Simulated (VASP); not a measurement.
# AgBr (Fm-3m) in VASP: further runs, part 2 of 2

VASP 6.6.1. The steps go on from the part before.

## Step 9: Equation of state, PBEsol, 22.22 Å³/atom (volume scaled by 0.94)

INCAR reads:

```
SYSTEM = AgBr
PREC = Accurate
ENCUT = 520
EDIFF = 1E-7
ISMEAR = -1
SIGMA = 0.05
LREAL = .False.
LASPH = .True.
NELM = 100
ALGO = Normal
ISIF = 2
LWAVE = .False.
LCHARG = .False.
GGA = PS
NBANDS = 16
```

KPOINTS reads:

```
regular mesh
0
Gamma
  8 8 8
  0 0 0
```

POSCAR reads:

```
AgBr
1.0
    0.0000000000      2.8115590699      2.8115590699
    2.8115590699      0.0000000000      2.8115590699
    2.8115590699      2.8115590699      0.0000000000
Ag Br
1 1
Direct
    0.0000000000      0.0000000000      0.0000000000
    0.5000000000      0.5000000000      0.5000000000
```

Potentials or basis: VASP PAW PBE potentials, release 64 (Ag, Br).

The run is started by

```bash
> cat potpaw_PBE.64/Ag/POTCAR potpaw_PBE.64/Br/POTCAR > POTCAR
> mpirun -np 1 vasp_std > vasp.out
```

It took 33 s on 1 thread of Intel Xeon Platinum 8375C at 2.90GHz (Ice Lake), shared host; peak memory 0.17 GiB.

The run converged. Its results:

```
Free energy            : -5.6927 eV
Pressure               : 1.5 GPa
Band gap on the k mesh : 0.50 eV, indirect (least direct gap 2.68 eV)
```

Caveat: the PAW data sets were made with another functional, which shifts forces and pressure a little.

## Step 10: Equation of state, PBEsol, 22.70 Å³/atom (volume scaled by 0.96)

INCAR is that of step 9.

KPOINTS is that of step 9.

POSCAR reads:

```
AgBr
1.0
    0.0000000000      2.8313594341      2.8313594341
    2.8313594341      0.0000000000      2.8313594341
    2.8313594341      2.8313594341      0.0000000000
Ag Br
1 1
Direct
    0.0000000000      0.0000000000      0.0000000000
    0.5000000000      0.5000000000      0.5000000000
```

The run is started by

```bash
> cat potpaw_PBE.64/Ag/POTCAR potpaw_PBE.64/Br/POTCAR > POTCAR
> mpirun -np 1 vasp_std > vasp.out
```

Wall time 33 s (1 thread of Intel Xeon Platinum 8375C at 2.90GHz (Ice Lake), shared host); peak memory 0.17 GiB.

Results (log left out):

```yaml
Free_energy: -5.6981 eV
Pressure: 0.3 GPa
Band_gap_on_the_k_mesh: 0.50 eV, indirect (least direct gap 2.60 eV)
```

Caveat: the PAW data sets were made with another functional, which shifts forces and pressure a little.

## Step 11: Equation of state, PBEsol, 23.17 Å³/atom (volume scaled by 0.98)

INCAR is that of step 10.

KPOINTS is that of step 10.

POSCAR reads:

```
AgBr
1.0
    0.0000000000      2.8508866679      2.8508866679
    2.8508866679      0.0000000000      2.8508866679
    2.8508866679      2.8508866679      0.0000000000
Ag Br
1 1
Direct
    0.0000000000      0.0000000000      0.0000000000
    0.5000000000      0.5000000000      0.5000000000
```

The run is started by

```bash
> cat potpaw_PBE.64/Ag/POTCAR potpaw_PBE.64/Br/POTCAR > POTCAR
> mpirun -np 1 vasp_std > vasp.out
```

Wall time 25 s (1 thread of Intel Xeon Platinum 8375C at 2.90GHz (Ice Lake), shared host); peak memory 0.17 GiB.

The run converged. Its results:

```
Free energy            : -5.6968 eV
Pressure               : -0.8 GPa
Band gap on the k mesh : 0.50 eV, indirect (least direct gap 2.52 eV)
```

Caveat: the PAW data sets were made with another functional, which shifts forces and pressure a little.

## Step 12: Equation of state, PBEsol, 24.12 Å³/atom (volume scaled by 1.02)

INCAR is that of step 11.

KPOINTS is that of step 11.

POSCAR reads:

```
AgBr
1.0
    0.0000000000      2.8891581698      2.8891581698
    2.8891581698      0.0000000000      2.8891581698
    2.8891581698      2.8891581698      0.0000000000
Ag Br
1 1
Direct
    0.0000000000      0.0000000000      0.0000000000
    0.5000000000      0.5000000000      0.5000000000
```

Potentials or basis: VASP PAW PBE potentials, release 64 (Ag, Br).

The run is started by

```bash
> cat potpaw_PBE.64/Ag/POTCAR potpaw_PBE.64/Br/POTCAR > POTCAR
> mpirun -np 1 vasp_std > vasp.out
```

It took 29 s on 1 thread of Intel Xeon Platinum 8375C at 2.90GHz (Ice Lake), shared host; peak memory 0.18 GiB.

Results (log left out):

* Free energy: -5.6775 eV
* Pressure: -2.5 GPa
* Band gap on the k mesh: 0.51 eV, indirect (least direct gap 2.39 eV)

Caveat: the PAW data sets were made with another functional, which shifts forces and pressure a little.

## Step 13: Equation of state, PBEsol, 24.59 Å³/atom (volume scaled by 1.04)

INCAR is that of step 12.

KPOINTS is that of step 12.

POSCAR reads:

```
AgBr
1.0
    0.0000000000      2.9079194629      2.9079194629
    2.9079194629      0.0000000000      2.9079194629
    2.9079194629      2.9079194629      0.0000000000
Ag Br
1 1
Direct
    0.0000000000      0.0000000000      0.0000000000
    0.5000000000      0.5000000000      0.5000000000
```

The run is started by

```bash
> cat potpaw_PBE.64/Ag/POTCAR potpaw_PBE.64/Br/POTCAR > POTCAR
> mpirun -np 1 vasp_std > vasp.out
```

Run time: 25 s. Hardware: 1 thread of Intel Xeon Platinum 8375C at 2.90GHz (Ice Lake), shared host; peak memory 0.18 GiB.

It converged, with:

```yaml
Free_energy: -5.6608 eV
Pressure: -3.2 GPa
Band_gap_on_the_k_mesh: 0.52 eV, indirect (least direct gap 2.33 eV)
```

Caveat: the PAW data sets were made with another functional, which shifts forces and pressure a little.

## Step 14: Equation of state, PBEsol, 25.06 Å³/atom (volume scaled by 1.06)

INCAR is that of step 13.

KPOINTS is that of step 13.

POSCAR reads:

```
AgBr
1.0
    0.0000000000      2.9264417423      2.9264417423
    2.9264417423      0.0000000000      2.9264417423
    2.9264417423      2.9264417423      0.0000000000
Ag Br
1 1
Direct
    0.0000000000      0.0000000000      0.0000000000
    0.5000000000      0.5000000000      0.5000000000
```

The run is started by

```bash
> cat potpaw_PBE.64/Ag/POTCAR potpaw_PBE.64/Br/POTCAR > POTCAR
> mpirun -np 1 vasp_std > vasp.out
```

Run time: 37 s. Hardware: 1 thread of Intel Xeon Platinum 8375C at 2.90GHz (Ice Lake), shared host; peak memory 0.18 GiB.

It converged, with:

```
Free energy            : -5.6402 eV
Pressure               : -3.8 GPa
Band gap on the k mesh : 0.52 eV, indirect (least direct gap 2.27 eV)
```

Caveat: the PAW data sets were made with another functional, which shifts forces and pressure a little.

## Step 15: Equation of state, PBEsol

Potentials or basis: VASP PAW PBE potentials, release 64 (Ag, Br).

This step only gathers the single runs of the series.

What came out:

- Equilibrium volume: 22.84 Å³/atom
- Bulk modulus: 52 GPa
- Pressure derivative of the bulk modulus: 5.4

Energy against volume, from the lowest point:
```csv
volume (Å³/atom),energy (meV/atom)
22.225,2.69
22.698,0.00
23.171,0.64
23.644,4.19
24.116,10.30
24.589,18.64
25.062,28.93
```

Caveat: the PAW data sets were made with another functional, which shifts forces and pressure a little.
